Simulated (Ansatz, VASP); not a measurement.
One calculation of AlN, two programs

```
Al N
1.0
     3.28082    0.00000    0.00000
    -1.64041    2.84128    0.00000
     0.00000    0.00000    4.14457
Al N
2 2
Direct
  0.33333 0.66667 0.75000
  0.66667 0.33333 0.25000
  0.33333 0.66667 0.25000
  0.66667 0.33333 0.75000
```

Alike in both runs: task relaxation of shape and atoms at fixed volume; functional PBE; k mesh 9 × 9 × 6; occupations gaussian, width 0.02 eV; no spin polarisation.

|  | VASP | Ansatz |
| --- | --- | --- |
| version | VASP 6.6.1 | Ansatz 0.2.0 |
| potentials or method | VASP PAW PBE potentials, release 64 (Al, N) | scalar-relativistic, plane waves, PAW |
| plane-wave cutoff (eV) | 600 | 420 |
| valence electrons in the cell | 16 | 16 |

|  | VASP | Ansatz | Ansatz less VASP |
| --- | --- | --- | --- |
| gap on the k mesh at the Fermi level, each at its own relaxed structure (eV) | 3.50 | 3.49 | -0.009 |
| relaxed volume (Å³/atom) | 9.66 | 9.66 | 0.000 |
| relaxed cell length with the largest relative difference (Å) | 4.131 | 4.129 | -0.0021 |

PBE gaps usually lie below the measured ones, often by a third to a half.
